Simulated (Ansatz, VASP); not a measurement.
Ge: VASP beside Ansatz

File INCAR:

```
SYSTEM = Ge
ALGO     = Normal         ! electronic algorithm
EDIFF    = 1E-7           ! SCF threshold, eV
ENCUT    = 520            ! plane-wave cutoff, eV
GGA      = PE             ! functional
ISIF     = 2              ! what is computed and relaxed
ISMEAR   = 0              ! smearing method
LASPH    = .TRUE.         ! aspherical terms in the spheres
LCHARG   = .TRUE.         ! write CHGCAR
LELF     = .TRUE.         ! ELF
LREAL    = .FALSE.        ! projectors in reciprocal space
LVHAR    = .TRUE.       
LWAVE    = .FALSE.        ! write WAVECAR
NBANDS   = 21             ! bands
NELM     = 80             ! most SCF steps
PREC     = Accurate       ! precision mode
SIGMA    = 0.1            ! smearing width, eV
```

The input KPOINTS:

```
k-points
0
G
  6 6 4
  0 0 0
```

Contents of POSCAR:

```
Ge
1.0
    3.4796488800      0.0000000000      0.0000000000
   -1.7398244400      3.0134643300      0.0000000000
    0.0000000000      0.0000000000      6.0430315000
Ge
2
Direct
    0.0000000000      0.0000000000      0.7816927900
    0.0000000000      0.0000000000      0.2183072100
```

Input for Ansatz:

```yaml
crystal:
  lattice:
    - [3.47964888, 0.0, 0.0]
    - [-1.73982444, 3.01346433, 0.0]
    - [0.0, 0.0, 6.0430315]
  atoms:
    - { symbol: Ge, position: [0.0, 0.0, 0.78169279] }
    - { symbol: Ge, position: [0.0, 0.0, 0.21830721] }
basis:
  ecutwfc: 420
kpoints:
  mp_grid: { grid: [6, 6, 4] }
hamiltonian:
  xc: pbe
scf:
  occupations: { method: gaussian, width: 0.1 }
  lower_state_search: "off"
output:
  forces: true
  stress: true
  eigenvalues: true
```

Alike in both runs: task single point; functional PBE; k mesh 6 × 6 × 4; occupations gaussian, width 0.1 eV; no spin polarisation.

|  | VASP | Ansatz |
| --- | --- | --- |
| version | VASP 6.6.1 | Ansatz 0.2.0 |
| potentials or method | VASP PAW PBE potentials, release 64 (Ge_d) | scalar-relativistic, plane waves, PAW |
| plane-wave cutoff (eV) | 520 | 420 |
| valence electrons in the cell | 28 | 28 |

VASP gave:

```
gap on the k mesh at the Fermi level (eV)       : none
pressure (GPa)                                  : -8.2
largest component of the traceless stress (GPa) : 2.50
rms of the force components (eV/Å)              : 0.195
```

Problem. Estimate Ansatz's values.

Solution. gap on the k mesh at the Fermi level (eV): none; pressure (GPa): -8.2; largest component of the traceless stress (GPa): 2.47; rms of the force components (eV/Å): 0.192.

Atom by atom the forces differ by 0.003 eV/Å (rms over components). A gap of «none» marks a metal or a gap that the smearing closes. With one functional, cell and mesh, what is left measures potentials, basis and numerics.
